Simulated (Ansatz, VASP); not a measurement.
This is a calculation of MgS for Ansatz 0.2.0.

The input input.yaml:

```yaml
crystal:
  lattice:
    - [4.1137527396, 0.0, 0.0]
    - [-2.0568763698, 3.5626143774, 0.0]
    - [0.0, 0.0, 6.5584496235]
  atoms:
    - { symbol: S, position: [0.6666666667, 0.3333333333, 0.87924415] }
    - { symbol: S, position: [0.3333333333, 0.6666666667, 0.37924415] }
    - { symbol: Mg, position: [0.3333333333, 0.6666666667, 0.99575485] }
    - { symbol: Mg, position: [0.6666666667, 0.3333333333, 0.49575485] }
hamiltonian:
  xc: pbesol
  pseudopotentials: { kind: paw }
kpoints:
  mp_grid: { grid: [8, 8, 4] }
scf:
  occupations: { method: fermi_dirac, width: 0.05 }
output:
  forces: true
  stress: true
  eigenvalues: true
```

Potentials or basis: Ansatz PAW.

The run is started by

```sh
$ ansatz run input.yaml --threads 1 --pin off --max-ram 3584MiB --backend cpu --events-out ev --progress --plain --runs-dir out
```

**Question.** Translate it to VASP 6.6.1. Potentials there: VASP PAW PBE potentials, release 64 (S, Mg).

**Answer.** As run (the cutoff follows the program's own potentials):

The input INCAR:

```
PREC = Accurate
ENCUT = 520
EDIFF = 1E-7
ISMEAR = -1
SIGMA = 0.05
LREAL = False
LASPH = True
NELM = 100
ALGO = Normal
ISIF = 2
LWAVE = False
LCHARG = False
GGA = PS
NBANDS = 16
```

Contents of KPOINTS:

```
regular mesh
0
Gamma
  8 8 4
```

Contents of POSCAR:

```
MgS
1.0
    4.1137527396      0.0000000000      0.0000000000
   -2.0568763698      3.5626143774      0.0000000000
    0.0000000000      0.0000000000      6.5584496235
S Mg
2 2
Direct
    0.6666666667      0.3333333333      0.8792441500
    0.3333333333      0.6666666667      0.3792441500
    0.3333333333      0.6666666667      0.9957548500
    0.6666666667      0.3333333333      0.4957548500
```

Potentials or basis: VASP PAW PBE potentials, release 64 (S, Mg).

The run is started by

```bash
$ cat potpaw_PBE.64/S/POTCAR potpaw_PBE.64/Mg/POTCAR > POTCAR
$ mpirun -np 1 vasp_std > vasp.out
```

Both were run:

|  | VASP | Ansatz | Ansatz less VASP |
| --- | --- | --- | --- |
| gap on the k mesh at the Fermi level (eV) | 3.00 | 3.00 | -0.001 |
| least direct gap on the mesh (eV) | 3.00 | 3.00 | -0.001 |
| pressure (GPa) | -3.3 | -3.2 | +0.10 |
| largest component of the traceless stress (GPa) | 0.07 | 0.07 | +0.008 |
| rms of the force components (eV/Å) | 0.029 | 0.029 | -0.0002 |

Atom by atom the forces differ by 0.000 eV/Å (rms over components). The two sets of potentials don't hold the same shells in valence.

Caveats: the PAW data sets were made with another functional, which shifts forces and pressure a little (VASP); the PAW data sets come from PBE, with cores solved anew for the run's functional, which leaves a small shift of forces and pressure (Ansatz).
